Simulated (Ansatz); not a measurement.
WS2 (layers cut from the bulk crystal), computed twice by G0W0.

The cell holds 6 atoms: 4 S and 2 W. Cell: a = 3.157 Å, b = 3.157 Å, c = 41.700 Å, α = 90.0°, β = 90.0°, γ = 120.0°. It derives from WS2. Regions: layer 1, 3 atoms (2 S and 1 W); layer 2, 3 atoms (2 S and 1 W). Vacuum lies along c.

```xyz
6
Lattice="3.1571 0.0000 0.0000 -1.5786 2.7341 0.0000 0.0000 0.0000 41.7000" Properties=species:S:1:pos:R:3
S     1.5786    0.9114   16.2320
W     0.0000    1.8228   17.8085
S     1.5786    0.9114   19.3831
S     0.0000    1.8228   22.3169
W     1.5786    0.9114   23.8915
S     0.0000    1.8228   25.4680
```

The structure was relaxed with PBE-D3(BJ). The runs that relaxed it are not among those shown. Spin-orbit coupling is left out unless a run names it.

The first (Ansatz 0.2.0; start PBE, 9×9×1 mesh, 478 empty bands, screening to 70 eV, PAW set soft_1 files; 1 × NVIDIA H100 80GB HBM3 (shared by 6 runs) with 2 threads of AMD EPYC 7R13 (Zen 3), shared host) gave, on its mesh: starting gap 1.45 eV, G0W0 gap 2.04 eV, mean of 1 + 4πα/V (set by the cell height) 3.58, 58 s.

Q: The second changes empty bands from 478 to 191 and screening cutoff (eV) from 70.0 to 38. What does it give?

It gave: starting gap 1.45 eV, G0W0 gap 2.00 eV, mean of 1 + 4πα/V (set by the cell height) 3.60, 23 s. The G0W0 gap moves by −0.04 eV, +0.00 eV from the start and −0.04 eV from the correction. Σc changes by +0.34 eV at the valence top and +0.30 eV at the conduction bottom, and Σx − Vxc between them by +0.0001 eV.

Limits: not at the basis limit; coarse mesh for a sheet; no spin-orbit coupling.

[Paths, hosts, dates, memory and timing lines, banners, echoed tables and standing remarks are left out of the program output.]

[Logs are printed without paths, hosts, clocks, repeated set-up lines and the standing remarks that a program may print on its own settings, such as how far it seeks lower states.]

[Runs of the session that timed out or met a known fault of the program may be left out.]

[Cells called generated may have been cut or substituted from an entry of the Crystallography Open Database or the Materials Project.]

[Hosts, paths, dates, database ids (printed as entryN), source tags and the programs' standing remarks are cut or masked in the printed files.]
